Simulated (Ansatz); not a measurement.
Sn, 1 atom in the cell. The structure is tetragonal, space group I4/mmm (No. 139). Conventional cell: a = 4.058 Å, b = 4.058 Å, c = 3.322 Å, α = 90.00°, β = 90.00°, γ = 90.00°. Around Sn (site symmetry 4/mmm) lie 10 Sn at 3.32 Å. This isn't the form of Sn at room conditions, which is tetragonal (white tin).

- Program: Ansatz 0.2.0
- Task: elastic constants
- Functional: LDA
- Potentials or basis: Ansatz PAW
- Cutoff: 420 eV (not typed: the program's choice for these potentials)
- k mesh: 7 × 7 × 7
- Occupations: fermi-dirac, width 0.05 eV
- Spin: no spin polarisation
- Atoms under strain: clamped

Potentials or basis: Ansatz PAW.

Run with:

```console
$ ansatz run input.yaml --threads 2 --pin off --max-ram 5632MiB --backend cpu --events-out ev --progress --plain --runs-dir out
```

Hardware: 2 threads of Intel(R) Xeon(R) 6975P-C (Granite Rapids) (shared host).

Q: Estimate the wall time of this run.

A: Run time: 2.8 s on 2 threads of Intel(R) Xeon(R) 6975P-C (Granite Rapids), on a shared host, peak memory 0.36 GiB. Counts: scf iterations 48, plane waves 545, k points 40, bands 11.
